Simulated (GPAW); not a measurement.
CuO:

```
Cu O
1.0
     3.17550    0.00000    0.00000
     0.00000    3.17550    0.00000
     0.00000    0.00000    4.64953
Cu O
2 2
Cartesian
  0.0000 0.0000 0.0000
  1.5877 1.5877 0.0000
  1.5877 0.0000 1.2414
  0.0000 1.5877 3.4081
```

The cell was built by a generator and needn't be a form met in nature.

Base run:

| Quantity | Value |
| --- | --- |
| Program | GPAW 26.7.0 |
| Functional | r2SCAN |
| Potentials or basis | GPAW PAW data sets (gpaw-data 1.2.1) |
| Cutoff | 800 eV |
| Basis | pw |
| k mesh | 7 × 7 × 5 |
| Occupations | fermi-dirac, width 0.05 eV |
| Spin | no spin polarisation |
| Hubbard terms | Cu d U = 2 eV |

Its results: band gap on the k mesh none (metal or under the smearing width); pressure 11.3 GPa; largest force 1.221 eV/Å.

Q: The run is repeated on the same cell with these changes: hubbard terms from Cu d U = 2 eV to Cu d U = 3 eV. What comes out?

A: Band gap on the k mesh none (metal or under the smearing width); pressure 10.8 GPa; largest force 1.221 eV/Å.

Caveats: with this Cu data set, volumes or pressures lay over 1.5 % or 2 GPa off other programs in two to four cells of ten; the PAW data sets were made with another functional, which shifts forces and pressure a little; the run has no spin polarisation, though such a crystal can be magnetic; U without spin polarisation on a metal has little footing.

Not every run made on this cell is shown here.
